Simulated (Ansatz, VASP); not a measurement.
# One calculation of SiC (Moissanite 3C), two programs

Contents of INCAR:

```
SYSTEM = SiC
PREC = Accurate
ENCUT = 520
EDIFF = 1E-6
ISMEAR = -1
SIGMA = 0.05
LREAL = .FALSE.
LASPH = .TRUE.
NELM = 80
ALGO = Normal
ISIF = 2
LWAVE = .FALSE.
LCHARG = .FALSE.
GGA = PE
NBANDS = 11
```

KPOINTS

```
Automatic mesh
0
G
  10 10 10
  0 0 0
```

POSCAR

```
SiC
1.0
    0.0000000000      2.2076743409      2.2076743409
    2.2076743409      0.0000000000      2.2076743409
    2.2076743409      2.2076743409      0.0000000000
Si C
1 1
Direct
    0.0000000000      0.0000000000      0.0000000000
    0.7500000000      0.7500000000      0.7500000000
```

The input input.yaml:

```yaml
crystal:
  lattice:
    - [0.0, 2.2076743409, 2.2076743409]
    - [2.2076743409, 0.0, 2.2076743409]
    - [2.2076743409, 2.2076743409, 0.0]
  atoms:
    - { symbol: Si, position: [0.0, 0.0, 0.0] }
    - { symbol: C, position: [0.75, 0.75, 0.75] }
hamiltonian:
  xc: pbe
  pseudopotentials: { kind: paw, azcp: { folder: soft_1 } }
kpoints:
  mp_grid: { grid: [10, 10, 10] }
scf:
  occupations: { method: fermi_dirac, width: 0.05 }
output:
  forces: true
  stress: true
  eigenvalues: true
```

Alike in both runs: task single point; functional PBE; k mesh 10 × 10 × 10; occupations fermi-dirac, width 0.05 eV; no spin polarisation.

|  | VASP | Ansatz |
| --- | --- | --- |
| version | VASP 6.6.1 | Ansatz 0.2.0 |
| potentials or method | VASP PAW PBE potentials, release 64 (Si, C) | Ansatz PAW soft_1 |
| plane-wave cutoff (eV) | 520 | 420 |
| valence electrons in the cell | 8 | 8 |

Ansatz gave:

| Quantity | Value |
| --- | --- |
| gap on the k mesh at the Fermi level (eV) | 1.39 |
| least direct gap on the mesh (eV) | 4.51 |
| pressure (GPa) | -4.9 |

**Question.** What did VASP give for the same quantities?

**Answer.** gap on the k mesh at the Fermi level (eV): 1.39; least direct gap on the mesh (eV): 4.50; pressure (GPa): -5.0.

The functional is the same, so the differences come from potentials, cutoffs and numerics.

A k mesh can miss the band edges.
